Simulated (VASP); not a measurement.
# Os (Im-3m) in VASP: settings compared

The runs below take Os through single point, with PBEsol, r2SCAN.

Program: VASP 6.6.1. These are calculated values, not measurements. Logs are shortened: lines on timing, memory, paths and dates and some standing lists are left out, and cuts for length are marked.

## 1. Starting point

Symmetry: Im-3m, No. 229, cubic system. Conventional cell: a = 3.064 Å, b = 3.064 Å, c = 3.064 Å, α = 90.00°, β = 90.00°, γ = 90.00°. Os (site symmetry m-3m) has 8 Os at 2.65 Å as nearest neighbours.

This isn't the form of Os at room conditions, which is hcp.

## 2. Single point, PBEsol

INCAR

```
PREC = Accurate ; ENCUT = 700
EDIFF = 1E-6 ; ISMEAR = 0
SIGMA = 0.1 ; LREAL = F
LASPH = T ; NELM = 60
ALGO = Fast ; ISIF = 2
LWAVE = F ; LCHARG = F
GGA = PS
```

KPOINTS

```
Automatic mesh
0
Gamma
  20 20 20
```

POSCAR

```
Os
1.0
   -1.5319200000      1.5319200000      1.5319200000
    1.5319200000     -1.5319200000      1.5319200000
    1.5319200000      1.5319200000     -1.5319200000
Os
1
Direct
    0.0000000000      0.0000000000      0.0000000000
```

Potentials or basis: VASP PAW PBE potentials, release 64 (Os).

The run is started by

```bash
$ cat potpaw_PBE.64/Os/POTCAR > POTCAR
$ mpirun -np 1 vasp_std > vasp.out
```

OUTCAR:

```text
PREC = Accurate
   ENCUT = 700
   EDIFF = 1E-6
   ISMEAR = 0
   LREAL = F
   LASPH = T
   NELM = 60
   ISIF = 2
   GGA = PS

 ion  position               nearest neighbor table
   1  0.000  0.000  0.000-

  LATTYP: Found a body centered cubic cell.
 ALAT       =     3.0638400000

  Lattice vectors:

 A1 = (  -1.5319200000,   1.5319200000,   1.5319200000)
 A2 = (   1.5319200000,  -1.5319200000,   1.5319200000)
 A3 = (   1.5319200000,   1.5319200000,  -1.5319200000)

Analysis of symmetry for initial positions (statically):
=====================================================================
 Subroutine PRICEL returns:
 Original cell was already a primitive cell.

 Routine SETGRP: Setting up the symmetry group for a
 body centered cubic supercell.

 Subroutine GETGRP returns: Found 48 space group operations
 (whereof 48 operations were pure point group operations)
 out of a pool of 48 trial point group operations.

The static configuration has the point symmetry O_h .

Analysis of symmetry for dynamics (positions and initial velocities):
=====================================================================
 Subroutine PRICEL returns:
 Original cell was already a primitive cell.

 Routine SETGRP: Setting up the symmetry group for a
 body centered cubic supercell.

 Subroutine GETGRP returns: Found 48 space group operations
 (whereof 48 operations were pure point group operations)
 out of a pool of 48 trial point group operations.

The dynamic configuration has the point symmetry O_h .

 Subroutine INISYM returns: Found 48 space group operations
 (whereof 48 operations are pure point group operations),
 and found     1 'primitive' translations

----------------------------------------------------------------------------------------

                                     Primitive cell

  volume of cell :      14.3803

  direct lattice vectors                    reciprocal lattice vectors
    -1.531920000  1.531920000  1.531920000     0.000000000  0.326387801  0.326387801
     1.531920000 -1.531920000  1.531920000     0.326387801  0.000000000  0.326387801
     1.531920000  1.531920000 -1.531920000     0.326387801  0.326387801  0.000000000

  length of vectors
     2.653363273  2.653363273  2.653363273     0.461582055  0.461582055  0.461582055

[... 73 lines left out ...]
   LNONCOLLINEAR =      F non collinear calculations
   LSORBIT =      F    spin-orbit coupling
   LASPH  =      T    aspherical Exc in radial PAW
   ENCUT  =  700.0 eV  51.45 Ry    7.17 a.u.   5.72  5.72  5.72*2*pi/ulx,y,z
   NELM   =     60;   NELMIN=  2; NELMDL= -5     # of ELM steps
   EDIFF  = 0.1E-05   stopping-criterion for ELM
   LREAL  =      F    real-space projection
   EDIFFG = 0.1E-04   stopping-criterion for IOM
   NSW    =      0    number of steps for IOM
   IBRION =     -1    ionic relax: 0-MD 1-quasi-New 2-CG
   NFREE  =      0    steps in history (QN), initial steepest desc. (CG)
   ISIF   =      2    stress and relaxation
   ISYM   =      2    0-nonsym 1-usesym 2-fastsym
   POTIM  = 0.5000    time-step for ionic-motion
   TEBEG  =    0.0;   TEEND  =   0.0 temperature during run
   PSTRESS=    0.0 pullay stress
   NELECT =       8.0000    total number of electrons
   NUPDOWN=      -1.0000    fix difference up-down
   EMIN   =  10.00;   EMAX   =-10.00  energy-range for DOS
   EFERMI =   0.00;   METHOD = LEGACY
   ISMEAR =     0;   SIGMA  =   0.10  broadening in eV -4-tet -1-fermi 0-gaus
   EFERMI_NEDOS =   21; number of points for ismear=-14 and -15
   IALGO  =     68    algorithm
   IMIX   =      4    mixing-type and parameters
     AMIX     =   0.40;   BMIX     =  1.00
     AMIX_MAG =   1.60;   BMIX_MAG =  1.00
  volume/ion in A,a.u.               =      14.38        97.04
  Fermi-wavevector in a.u.,A,eV,Ry     =   1.346425  2.544374 24.665451  1.812860
  Thomas-Fermi vector in A             =   2.474258
   LORBIT       =      0    0 simple, 1 ext, 2 COOP (PROOUT), +10 PAW based schemes
   GGA     = PS    functional components
   LHFCALC =     F    Hartree Fock is set to
   AEXX    =    0.0000 exact exchange contribution
   IVDW    =     0    specifies the selected vdW correction
   LEPSILON=     F    determine dielectric tensor
   LRPA    =     F    only Hartree local field effects (RPA)
 non-spin polarized calculation
 RMM-DIIS sequential band-by-band and
 Gauss-broadening in eV      SIGMA  =   0.10
  energy-cutoff  :      700.00
  volume of cell :       14.38
 maximum number of plane-waves:       620
   NGX = 11   NGY = 11   NGZ = 11

 number of electron       8.0000000 magnetization

 Free energy of the ion-electron system (eV)
  ---------------------------------------------------
  ext. energy  EPLUGINS =         0.00000000
  ---------------------------------------------------
  free energy    TOTEN  =       -11.31980530 eV

  energy without entropy =      -11.31242493  energy(sigma->0) =      -11.31611512

 E-fermi :   9.1483     XC(G=0): -13.9848

 val. band max:        9.1463220289   @ k =   0.3000   0.2000   0.0500
 cond. band min:       9.1545211966   @ k =   0.2500   0.2500   0.0500
 fundamental gap:      0.0081991676
 Fermi energy:         9.1482616637

 k-point     1 :       0.0000    0.0000    0.0000
  band No.  band energies     occupation
      1      -1.8483      2.00000
      2       5.7921      2.00000
      3       5.7921      2.00000
      4       5.7921      2.00000
      5       9.0915      1.57770
      6       9.0915      1.57769
      7      25.4128      0.00000
      8      25.4128      0.00000
[... 243 lines left out ...]
 k-point    24 :       0.2500    0.1000   -0.0000
  band No.  band energies     occupation
      1       1.4299      2.00000
      2       4.3852      2.00000
      3       5.3440      2.00000
      4       8.4350      2.00000
      5       9.5772      0.00000
      6      10.0432      0.00000
      7      23.2491      0.00000
      8      24.6563      0.00000

 [... further k-points ...]
[... 5 lines left out ...]
  --------------------------------------------------------------------------------------
  -------------------------------------------------------------------------------------
  Total        0.0190344      0.0190344      0.0190344      0.0000000      0.0000000      0.0000000
  in kB        2.1207063      2.1207063      2.1207063      0.0000000      0.0000000      0.0000000
  external PRESSURE =       2.1207063 kB  Pullay stress =       0.0000000 kB

 VOLUME and BASIS-vectors are now :
 -----------------------------------------------------------------------------
  energy-cutoff  :      700.00
  volume of cell :       14.38
      direct lattice vectors                 reciprocal lattice vectors
    -1.531920000  1.531920000  1.531920000     0.000000000  0.326387801  0.326387801
     1.531920000 -1.531920000  1.531920000     0.326387801  0.000000000  0.326387801
     1.531920000  1.531920000 -1.531920000     0.326387801  0.326387801  0.000000000

 POSITION                                       TOTAL-FORCE (eV/Angst)
 -----------------------------------------------------------------------------------
      0.00000      0.00000      0.00000         0.000000     -0.000000     -0.000000
 -----------------------------------------------------------------------------------
    total drift:                               -0.000000      0.000000      0.000000

  FREE ENERGIE OF THE ION-ELECTRON SYSTEM (eV)
  ---------------------------------------------------
  free  energy   TOTEN  =       -11.3198053022 eV

  energy  without entropy=      -11.3124249325  energy(sigma->0) =      -11.31611512
```

stdout:

```text
POSCAR found type information on POSCAR Os
 POSCAR found :  1 types and       1 ions
 scaLAPACK will be used
 -----------------------------------------------------------------------------
|                                                                             |
|                                                                             |
|     You enforced a specific xc type in the INCAR file but a different       |
|     I HOPE YOU KNOW WHAT YOU ARE DOING!                                     |
|                                                                             |
 -----------------------------------------------------------------------------

 LDA part: xc-table for (Slater+PW92), standard interpolation
 POSCAR, INCAR and KPOINTS ok, starting setup
 FFT: planning ... GRIDC
 FFT: planning ... GRID_SOFT
 FFT: planning ... GRID
 WAVECAR not read
 entering main loop
```

Run time: 19 s. Hardware: 1 thread of Intel Xeon Platinum 8488C (Sapphire Rapids), shared host; peak memory 0.18 GiB.

What came out:

* Free energy: -11.3198 eV
* Pressure: 0.2 GPa
* Band gap on the k mesh: none (metal or under the smearing width)

Caveat: the PAW data sets were made with another functional, which shifts forces and pressure a little. Spin-orbit coupling is left out, which matters for the levels of Os.

## 3. Single point, PBEsol

INCAR: that of step 2 with these lines changed.

```diff
@@ -1,2 +1,2 @@
-PREC = Accurate ; ENCUT = 700
+PREC = Accurate ; ENCUT = 520
 EDIFF = 1E-6 ; ISMEAR = 0
```

KPOINTS

```
Automatic mesh
0
Gamma
  28 28 28
```

POSCAR is that of step 2.

Potentials or basis: VASP PAW PBE potentials, release 64 (Os).

The run is started by

```bash
$ cat potpaw_PBE.64/Os/POTCAR > POTCAR
$ mpirun -np 1 vasp_std > vasp.out
```

OUTCAR:

```text
PREC = Accurate
   ENCUT = 520
   EDIFF = 1E-6
   ISMEAR = 0
   LREAL = F
   LASPH = T
   NELM = 60
   ISIF = 2
   GGA = PS

 ion  position               nearest neighbor table
   1  0.000  0.000  0.000-

  LATTYP: Found a body centered cubic cell.
 ALAT       =     3.0638400000

  Lattice vectors:

 A1 = (  -1.5319200000,   1.5319200000,   1.5319200000)
 A2 = (   1.5319200000,  -1.5319200000,   1.5319200000)
 A3 = (   1.5319200000,   1.5319200000,  -1.5319200000)

[... 435 lines left out ...]
  band No.  band energies     occupation
      1       1.3668      2.00000
      2       4.1295      2.00000
      3       6.2076      2.00000
      4       8.8124      2.00000
      5       9.5225      0.00000
      6      10.3602      0.00000
      7      22.1083      0.00000
      8      23.3345      0.00000

 [... further k-points ...]
[... 5 lines left out ...]
  --------------------------------------------------------------------------------------
  -------------------------------------------------------------------------------------
  Total       -0.0062789     -0.0062789     -0.0062789      0.0000000      0.0000000      0.0000000
  in kB       -0.6995633     -0.6995633     -0.6995633      0.0000000      0.0000000      0.0000000
  external PRESSURE =      -0.6995633 kB  Pullay stress =       0.0000000 kB

 VOLUME and BASIS-vectors are now :
 -----------------------------------------------------------------------------
  energy-cutoff  :      520.00
  volume of cell :       14.38
      direct lattice vectors                 reciprocal lattice vectors
    -1.531920000  1.531920000  1.531920000     0.000000000  0.326387801  0.326387801
     1.531920000 -1.531920000  1.531920000     0.326387801  0.000000000  0.326387801
     1.531920000  1.531920000 -1.531920000     0.326387801  0.326387801  0.000000000

 POSITION                                       TOTAL-FORCE (eV/Angst)
 -----------------------------------------------------------------------------------
      0.00000      0.00000      0.00000         0.000000     -0.000000      0.000000
 -----------------------------------------------------------------------------------
    total drift:                                0.000000      0.000000      0.000000

  FREE ENERGIE OF THE ION-ELECTRON SYSTEM (eV)
  ---------------------------------------------------
  free  energy   TOTEN  =       -11.3202133909 eV

  energy  without entropy=      -11.3130313708  energy(sigma->0) =      -11.31662238
```

OSZICAR:

```text
N       E                     dE             d eps       ncg     rms          rms(c)
DAV:   1     0.301666788684E+02    0.30167E+02   -0.43173E+03 10640   0.926E+02
DAV:   2    -0.111611816147E+02   -0.41328E+02   -0.39729E+02 10408   0.219E+02
DAV:   3    -0.120045746650E+02   -0.84339E+00   -0.83590E+00 12416   0.299E+01
DAV:   4    -0.120070237232E+02   -0.24491E-02   -0.24459E-02 13528   0.173E+00
DAV:   5    -0.120070272389E+02   -0.35157E-05   -0.35155E-05 12944   0.353E-02    0.174E+01
RMM:   6    -0.114680337189E+02    0.53899E+00   -0.37664E-01  9986   0.596E+00    0.749E+00
RMM:   7    -0.113227960925E+02    0.14524E+00   -0.43638E-01 10209   0.529E+00    0.533E-01
RMM:   8    -0.113225147369E+02    0.28136E-03   -0.20520E-02 10760   0.233E+00    0.102E+00
RMM:   9    -0.113227626009E+02   -0.24786E-03   -0.47906E-03 10997   0.598E-01    0.333E-01
RMM:  10    -0.113202622330E+02    0.25004E-02   -0.52670E-03 10276   0.101E+00    0.758E-01
RMM:  11    -0.113202212073E+02    0.41026E-04   -0.27166E-04 10983   0.225E-01    0.505E-01
RMM:  12    -0.113202186817E+02    0.25256E-05   -0.17639E-05 11231   0.485E-02    0.390E-01
RMM:  13    -0.113202142608E+02    0.44209E-05   -0.43030E-06 10880   0.314E-02    0.272E-01
RMM:  14    -0.113202133909E+02    0.86988E-06   -0.36680E-06  9964   0.144E-02
   1 F= -.11320213E+02 E0= -.11316622E+02  d E =-.718202E-02
```

stdout:

```text
POSCAR found type information on POSCAR Os
 POSCAR found :  1 types and       1 ions
 scaLAPACK will be used
 -----------------------------------------------------------------------------
|                                                                             |
|                                                                             |
|     You enforced a specific xc type in the INCAR file but a different       |
|     I HOPE YOU KNOW WHAT YOU ARE DOING!                                     |
|                                                                             |
 -----------------------------------------------------------------------------

 LDA part: xc-table for (Slater+PW92), standard interpolation
 POSCAR, INCAR and KPOINTS ok, starting setup
 FFT: planning ... GRIDC
 FFT: planning ... GRID_SOFT
 FFT: planning ... GRID
 WAVECAR not read
 entering main loop
```

Run time: 37 s. Hardware: 1 thread of Intel Xeon Platinum 8488C (Sapphire Rapids), shared host; peak memory 0.19 GiB.

Results:

```yaml
Free_energy: -11.3202 eV
Pressure: -0.1 GPa
Band_gap_on_the_k_mesh: none (metal or under the smearing width)
```

Caveat: the PAW data sets were made with another functional, which shifts forces and pressure a little. The run has no spin-orbit coupling, so splittings on Os are missing.

(Continued in part 2 of 3.)
